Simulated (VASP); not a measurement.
# MgS (Niningerite) (Fm-3m) in VASP: further runs

The runs below take MgS (Niningerite) through evGW0 quasiparticle levels, G0W0 quasiparticle levels, single point, electric field gradients, with PBE, r2SCAN-EpsX, HSE06+TS.

Program: VASP 6.6.1. These are calculated values, not measurements. Logs are shortened: lines on timing, memory, paths and dates and some standing lists are left out, and cuts for length are marked.

**1. The crystal as given**

Symmetry: Fm-3m, No. 225, cubic system. Conventional cell: a = 5.203 Å, b = 5.203 Å, c = 5.203 Å, α = 90.00°, β = 90.00°, γ = 90.00°. Around S (site symmetry m-3m) lie 6 Mg at 2.60 Å. Mg (site symmetry m-3m) has 6 S at 2.60 Å as nearest neighbours.

**2. EvGW0 quasiparticle levels, PBE**

File POSCAR:

```
MgS
1.0
    0.0000000000      2.6016500000      2.6016500000
    2.6016500000      0.0000000000      2.6016500000
    2.6016500000      2.6016500000      0.0000000000
S Mg
1 1
Direct
    0.5000000000      0.5000000000      0.5000000000
    0.0000000000      0.0000000000      0.0000000000
```

File INCAR.step1:

```
SYSTEM = MgS
PREC = Accurate
ENCUT = 500
EDIFF = 1E-8
ISMEAR = 0
SIGMA = 0.01
LREAL = .FALSE.
LASPH = .TRUE.
NELM = 100
ALGO = Normal
LWAVE = .TRUE.
LCHARG = .FALSE.
GGA = PE
KPAR = 4
```

File INCAR.step2:

```
SYSTEM = MgS
PREC = Accurate
ENCUT = 500
EDIFF = 1E-8
ISMEAR = 0
SIGMA = 0.01
LREAL = .FALSE.
LASPH = .TRUE.
NELM = 1
ALGO = Exact
LWAVE = .TRUE.
LCHARG = .FALSE.
GGA = PE
NBANDS = 230
LOPTICS = .TRUE.
ISTART = 1
KPAR = 4
```

File INCAR.step3:

```
SYSTEM = MgS
PREC = Accurate
ENCUT = 500
EDIFF = 1E-8
ISMEAR = 0
SIGMA = 0.01
LREAL = .FALSE.
LASPH = .TRUE.
ALGO = EVGW0
LWAVE = .FALSE.
LCHARG = .FALSE.
GGA = PE
NELMGW = 4
NBANDS = 230
ENCUTGW = 200
NOMEGA = 50
PRECFOCK = Fast
ISTART = 1
NBANDSGW = 12
KPAR = 4
```

File KPOINTS:

```
regular mesh
0
G
  4 4 4
  0 0 0
```

Potentials or basis: VASP PAW PBE potentials, release 64 (S_GW, Mg_GW).

Launch:

```
cat potpaw_PBE.64/S_GW/POTCAR potpaw_PBE.64/Mg_GW/POTCAR > POTCAR
cp INCAR.step1 INCAR
mpirun -np 4 vasp_std > vasp.out
cp INCAR.step2 INCAR
mpirun -np 4 vasp_std > vasp.out
cp INCAR.step3 INCAR
mpirun -np 4 vasp_std > vasp.out
```

OUTCAR:

```text
SYSTEM = MgS
   PREC = Accurate
   ENCUT = 500
   EDIFF = 1E-8
   ISMEAR = 0
   LREAL = .FALSE.
   LASPH = .TRUE.
   GGA = PE
   NELMGW = 4
   ENCUTGW = 200
   PRECFOCK = Fast
   ISTART = 1

 ion  position               nearest neighbor table
   1  0.500  0.500  0.500-
   2  0.000  0.000  0.000-

  LATTYP: Found a face centered cubic cell.
 ALAT       =     5.2033000000

  Lattice vectors:

 A1 = (   0.0000000000,   2.6016500000,   2.6016500000)
 A2 = (   2.6016500000,   0.0000000000,   2.6016500000)
 A3 = (   2.6016500000,   2.6016500000,   0.0000000000)

Analysis of symmetry for initial positions (statically):
=====================================================================
 Subroutine PRICEL returns:
 Original cell was already a primitive cell.

 Routine SETGRP: Setting up the symmetry group for a
 face centered cubic supercell.

 Subroutine GETGRP returns: Found 48 space group operations
 (whereof 48 operations were pure point group operations)
 out of a pool of 48 trial point group operations.

The static configuration has the point symmetry O_h .

Analysis of symmetry for dynamics (positions and initial velocities):
=====================================================================
 Subroutine PRICEL returns:
 Original cell was already a primitive cell.

 Routine SETGRP: Setting up the symmetry group for a
 face centered cubic supercell.

 Subroutine GETGRP returns: Found 48 space group operations
 (whereof 48 operations were pure point group operations)
 out of a pool of 48 trial point group operations.

The dynamic configuration has the point symmetry O_h .

 Subroutine INISYM returns: Found 48 space group operations
 (whereof 48 operations are pure point group operations),
 and found     1 'primitive' translations

----------------------------------------------------------------------------------------

                                     Primitive cell

  volume of cell :      35.2190

  direct lattice vectors                    reciprocal lattice vectors
     0.000000000  2.601650000  2.601650000    -0.192185728  0.192185728  0.192185728
     2.601650000  0.000000000  2.601650000     0.192185728 -0.192185728  0.192185728
     2.601650000  2.601650000  0.000000000     0.192185728  0.192185728 -0.192185728

  length of vectors
     3.679288715  3.679288715  3.679288715     0.332875446  0.332875446  0.332875446

  position of ions in fractional coordinates (direct lattice)
     0.500000000  0.500000000  0.500000000
     0.000000000  0.000000000  0.000000000

  ion indices of the primitive-cell ions
   primitive index   ion index
                 1           1
                 2           2

----------------------------------------------------------------------------------------

 KPOINTS: regular mesh

Automatic generation of k-mesh.
 Grid dimensions read from file:
 generate k-points for:    4    4    4

 Generating k-lattice:

  Cartesian coordinates                     Fractional coordinates (reciprocal lattice)
    -0.048046432  0.048046432  0.048046432     0.250000000  0.000000000  0.000000000
     0.048046432 -0.048046432  0.048046432     0.000000000  0.250000000  0.000000000
     0.048046432  0.048046432 -0.048046432     0.000000000  0.000000000  0.250000000

  Length of vectors
     0.083218861  0.083218861  0.083218861

  Shift w.r.t. Gamma in fractional coordinates (k-lattice)
     0.000000000  0.000000000  0.000000000

 Subroutine IBZKPT returns following result:
 ===========================================

 Found      8 irreducible k-points:

 Following reciprocal coordinates:
            Coordinates               Weight
  0.000000  0.000000  0.000000      1.000000
  0.250000  0.000000  0.000000      8.000000
  0.500000  0.000000  0.000000      4.000000
  0.250000  0.250000  0.000000      6.000000
  0.500000  0.250000  0.000000     24.000000
 -0.250000  0.250000  0.000000     12.000000
  0.500000  0.500000  0.000000      3.000000
 -0.250000  0.500000  0.250000      6.000000
   k-points           NKPTS =      8   k-points in BZ     NKDIM =     64   number of bands    NBANDS=    230
   number of dos      NEDOS =    301   number of ions     NIONS =      2
   total plane-waves  NPLWV =  21952
   dimension x,y,z NGX =    28 NGY =   28 NGZ =   28
   dimension x,y,z NGXF=    56 NGYF=   56 NGZF=   56
   ions per type =               1   1
   NGX,Y,Z   is equivalent  to a cutoff of  12.65, 12.65, 12.65 a.u.
   NGXF,Y,Z  is equivalent  to a cutoff of  25.30, 25.30, 25.30 a.u.
 SYSTEM =  MgS
   PREC   = accura    normal or accurate (medium, high low for compatibility)
   ISTART =      1    job   : 0-new  1-cont  2-samecut
   ICHARG =      0    charge: 1-file 2-atom 10-const
   ISPIN  =      1    spin polarized calculation?
   LNONCOLLINEAR =      F non collinear calculations
   LSORBIT =      F    spin-orbit coupling
   LASPH  =      T    aspherical Exc in radial PAW
   ENCUT  =  500.0 eV  36.75 Ry    6.06 a.u.   6.71  6.71  6.71*2*pi/ulx,y,z
   NELM   =     60;   NELMIN=  2; NELMDL=  0     # of ELM steps
   EDIFF  = 0.1E-07   stopping-criterion for ELM
   LREAL  =      F    real-space projection
   EDIFFG = 0.1E-06   stopping-criterion for IOM
   NSW    =      0    number of steps for IOM
   IBRION =     -1    ionic relax: 0-MD 1-quasi-New 2-CG
   NFREE  =      0    steps in history (QN), initial steepest desc. (CG)
   ISIF   =      0    stress and relaxation
   ISYM   =      3    0-nonsym 1-usesym 2-fastsym
   POTIM  = 0.5000    time-step for ionic-motion
   TEBEG  =    0.0;   TEEND  =   0.0 temperature during run
   PSTRESS=    0.0 pullay stress
   NELECT =       8.0000    total number of electrons
   NUPDOWN=      -1.0000    fix difference up-down
   EMIN   =  10.00;   EMAX   =-10.00  energy-range for DOS
   EFERMI =   0.00;   METHOD = LEGACY
   ISMEAR =     0;   SIGMA  =   0.01  broadening in eV -4-tet -1-fermi 0-gaus
   EFERMI_NEDOS =   21; number of points for ismear=-14 and -15
   IALGO  =     38    algorithm
   IMIX   =      4    mixing-type and parameters
     AMIX     =   0.40;   BMIX     =  1.00
     AMIX_MAG =   1.60;   BMIX_MAG =  1.00
  volume/ion in A,a.u.               =      17.61       118.83
  Fermi-wavevector in a.u.,A,eV,Ry     =   0.998878  1.887606 13.575323  0.997758
  Thomas-Fermi vector in A             =   2.131131
   LORBIT       =      0    0 simple, 1 ext, 2 COOP (PROOUT), +10 PAW based schemes
   GGA     = PE    functional components
   LHFCALC =     T    Hartree Fock is set to
   PRECFOCK=fast      Normal, Fast or Accurate (Low or Medium for compatibility)
   ENCUT4O =  -1.0   cutoff for four orbital integrals eV
   NKREDX  =     1    reduce k-point grid by
   NKREDY  =     1    reduce k-point grid by
   NKREDZ  =     1    reduce k-point grid by
   AEXX    =    1.0000 exact exchange contribution
   HFSCREEN=    0.0000 screening length (either q_TF or 0.3 A-1)
   HFSCREENC=   0.0000 screening length for correlation (either q_TF or 0.3 A-1)
   ENCUTFOCK=  -1.0 apply spherical cutoff to Coloumb kernel
   IVDW    =     0    specifies the selected vdW correction
   LEPSILON=     F    determine dielectric tensor
   LRPA    =     F    only Hartree local field effects (RPA)
   LRPAFORCE           =     F    calculate RPA forces
   ENCUTGW             = 200.0    cutoff for response function in eV
   ENCUTGWSOFT         = 160.0    soft cutoff for Coulomb kernel in GW response function in eV
   ENCUTLF             =  -1.0    cutoff for local field effects
   NELMGW              =     4    number of iterations in solving QP/BSE equation
   NELMHF              =     1    number of iterations in the inner HF iteration
   NKREDLFX            =     1    NKREDLFY  =   1   NKREDLFZ  =   1
 non-spin polarized calculation
 Gauss-broadening in eV      SIGMA  =   0.01
  energy-cutoff  :      500.00
  volume of cell :       35.22
 maximum number of plane-waves:       896
 NGX is ok and might be reduce to    28
  NGX = 16; NGY = 16; NGZ = 16
   NGX = 13   NGY = 13   NGZ = 13
 maximum number of plane-waves:       229

 QP shifts <psi_nk| G(iteration)W_0 |psi_nk>: iteration 1
 for sc-GW calculations column KS-energies equals QP-energies in previous step
 and V_xc(KS)=  KS-energies - (<T + V_ion + V_H > + <T+V_H+V_ion>^1  + <V_x>^1)

 k-point   1 :       0.0000    0.0000    0.0000
  band No.  KS-energies  QP-energies   sigma(KS)   V_xc(KS)     V^pw_x(r,r')   Z            occupation Imag(sigma)

      1      -8.9036      -9.8708     -13.9693     -12.5923     -20.8480       0.7024       2.0000       1.4992
      2       3.7680       2.6932     -14.6976     -13.2988     -16.2915       0.7684       2.0000       0.0478
      3       3.7680       2.6932     -14.6976     -13.2988     -16.2915       0.7684       2.0000       0.0478
      4       3.7680       2.6932     -14.6976     -13.2988     -16.2915       0.7684       2.0000       0.0478
      5       7.4638       7.9312      -9.4145     -10.0062      -5.3347       0.7900       0.0000      -0.0905
      6      11.6692      12.1756      -8.7080      -9.3525      -4.2288       0.7856       0.0000      -0.1085
      7      11.6692      12.1756      -8.7080      -9.3525      -4.2288       0.7856       0.0000      -0.1085
      8      11.6692      12.1756      -8.7080      -9.3525      -4.2288       0.7856       0.0000      -0.1085
      9      14.0185      14.6923      -9.5882     -10.4699      -4.5842       0.7643       0.0000      -0.1576
     10      14.0185      14.6923      -9.5882     -10.4699      -4.5842       0.7643       0.0000      -0.1576
     11      16.3013      16.2570      -7.3127      -7.2541      -1.8101       0.7562       0.0000      -0.3338
     12      16.9225      17.3587      -7.8617      -8.4473      -2.0446       0.7447       0.0000      -0.4159

 k-point   2 :       0.2500    0.0000    0.0000
  band No.  KS-energies  QP-energies   sigma(KS)   V_xc(KS)     V^pw_x(r,r')   Z            occupation Imag(sigma)

      1      -8.3425      -9.2467     -14.1690     -12.8958     -20.9523       0.7101       2.0000       1.3813
      2       0.9529      -0.1824     -13.1265     -11.6038     -15.4034       0.7456       2.0000       0.0770
      3       3.4459       2.3522     -14.5180     -13.0918     -16.1822       0.7668       2.0000       0.0491
      4       3.4459       2.3522     -14.5180     -13.0918     -16.1822       0.7668       2.0000       0.0491
      5       8.7084       9.1257      -9.0205      -9.5482      -4.8547       0.7906       0.0000      -0.0950
      6      11.5319      12.1000      -8.7600      -9.4890      -4.2193       0.7792       0.0000      -0.1163
      7      11.5319      12.1000      -8.7600      -9.4890      -4.2193       0.7792       0.0000      -0.1163
      8      12.0431      12.5668     -10.0022     -10.6870      -5.1843       0.7648       0.0000      -0.1283
      9      13.9799      14.5285      -9.0962      -9.8142      -4.0473       0.7642       0.0000      -0.1737
     10      13.9799      14.5285      -9.0962      -9.8142      -4.0473       0.7642       0.0000      -0.1737
     11      15.6236      15.9446      -7.5665      -7.9943      -1.9717       0.7504       0.0000      -0.3497
     12      20.8019      21.3267      -8.7584      -9.4377      -2.4690       0.7727       0.0000      -0.8038
[... 458 lines left out ...]
      1      -8.3411      -8.3572     -14.8911       6.5265     -21.3923       0.6886       2.0000       1.0476
      2      -1.9929      -2.0040     -12.4813      10.4733     -15.4500       0.7283       2.0000       0.1229
      3       0.6539       0.6456     -13.6614      14.3044     -15.8262       0.7544       2.0000       0.0657
      4       0.6539       0.6456     -13.6614      14.3044     -15.8262       0.7544       2.0000       0.0657
      5       7.0983       7.0983      -8.3121      15.4103      -4.5842       0.8045       0.0000      -0.0857
      6       8.4975       8.4976      -8.1871      16.6847      -4.2569       0.8055       0.0000      -0.0926
      7      16.3024      16.3046     -10.6981      27.0036      -4.7009       0.7245       0.0000      -0.2878
      8      17.2598      17.2621     -10.3739      27.6369      -4.5956       0.7429       0.0000      -0.3057
      9      17.6601      17.6628      -9.3882      27.0519      -3.2697       0.7388       0.0000      -0.4519
     10      17.6601      17.6628      -9.3882      27.0519      -3.2697       0.7388       0.0000      -0.4519
     11      20.0825      20.0838     -11.0366      31.1209      -4.6065       0.7422       0.0000      -0.5230
     12      20.0825      20.0838     -11.0366      31.1209      -4.6065       0.7422       0.0000      -0.5230

 k-point   8 :      -0.2500    0.5000    0.2500
  band No. old QP-enery  QP-energies   sigma(KS)   T+V_ion+V_H  V^pw_x(r,r')   Z            occupation Imag(sigma)

      1      -8.2865      -8.3030     -14.9326       6.6219     -21.4356       0.6826       2.0000       1.0312
      2      -0.9673      -0.9769     -12.7544      11.7741     -15.3368       0.7413       2.0000       0.0890
      3      -0.9673      -0.9769     -12.7544      11.7741     -15.3368       0.7413       2.0000       0.0890
      4       0.0541       0.0458     -12.8257      12.8688     -14.9858       0.7571       2.0000       0.0692
      5       9.6279       9.6281      -9.7392      19.3674      -5.6085       0.7853       0.0000      -0.0942
      6      12.2015      12.2025      -9.5348      21.7376      -4.8528       0.7757       0.0000      -0.1183
      7      12.2015      12.2025      -9.5348      21.7376      -4.8528       0.7757       0.0000      -0.1183
      8      12.4462      12.4478      -8.7128      21.1612      -3.8715       0.7689       0.0000      -0.1371
      9      18.5896      18.5920      -9.2947      27.8876      -3.0982       0.7452       0.0000      -0.5170
     10      18.5896      18.5920      -9.2947      27.8876      -3.0982       0.7452       0.0000      -0.5170
     11      19.9865      19.9884      -9.9878      29.9768      -3.7097       0.7474       0.0000      -0.5931
     12      20.2360      20.2375     -11.2678      31.5058      -4.7656       0.7424       0.0000      -0.5390
```

Run time: 3 min. Hardware: 4 MPI ranks of Intel Xeon Platinum 8259CL at 2.50GHz (Skylake/Cascade Lake), shared host; peak memory 0.42 GiB.

What came out:

* Band gap on the k mesh, mean-field level: 2.75 eV, indirect (least direct gap 3.70 eV)
* Quasiparticle gap: 4.63 eV
* Least direct quasiparticle gap: 5.52 eV

Quasiparticle gap after each update of the energies (eV): 4.35, 4.58, 4.62, 4.63

Caveat: the k mesh is coarse (spacing up to 0.52 Å⁻¹), so the values aren't converged; bands, screening cutoff and mesh are small and nothing is extrapolated, so the quasiparticle values aren't converged.

(Part 1 of 3 ends here.)
